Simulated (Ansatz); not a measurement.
Runs of Ansatz 0.2.0 on Si. Symmetry: P6/mmm, No. 191, hexagonal system. Conventional cell: a = 4.121 Å, b = 4.121 Å, c = 2.655 Å, α = 90.00°, β = 90.00°, γ = 120.00°. Around Si (site symmetry -6m2) lie 5 Si at 2.38 to 2.65 Å. The cell was built by a generator and needn't be a form met in nature.

```csv
task,level,cell,cutoff (eV),points for each segment of the path,gap on the mesh (eV),pressure (GPa),relaxed volume (Å³/atom)
relaxation of cell and atoms,BLYP,relaxed,420,-,none,0.0,(a)
band structure,BLYP,as given,420,14,none,4.1,-
band structure,r2SCAN,as given,500,14,none,-1.1,-
relaxation of cell and atoms,revPBE,relaxed,420,-,none,0.0,19.77
relaxation of cell and atoms,RPBE,relaxed,420,-,none,0.0,19.85
relaxation of cell and atoms,LDA,relaxed,420,-,none,0.0,18.79
band structure,RPBE,as given,420,14,none,(b),-
relaxation of cell and atoms,PBEsol,relaxed,420,-,none,0.0,19.09
band structure,PBEsol,as given,420,14,none,-1.9,-
band structure,revPBE,as given,420,14,none,1.1,-
```

Alike in all rows: potentials or basis Ansatz PAW; no spin polarisation; k mesh 8 × 8 × 10; smearing fermi-dirac 0.05 eV.

Problem. Fill in the values left out.

Solution. (a) 20.63; (b) 1.4.

Caveats: the PAW data sets come from PBE, with cores solved anew for the run's functional, which leaves a small shift of forces and pressure; the plane-wave basis is chosen anew once the cell has moved, so the energies of steps on either side of that aren't comparable (some runs).

A gap of «none» marks a metal or a gap under the smearing width.

Runs at the PBE level aren't shown here.
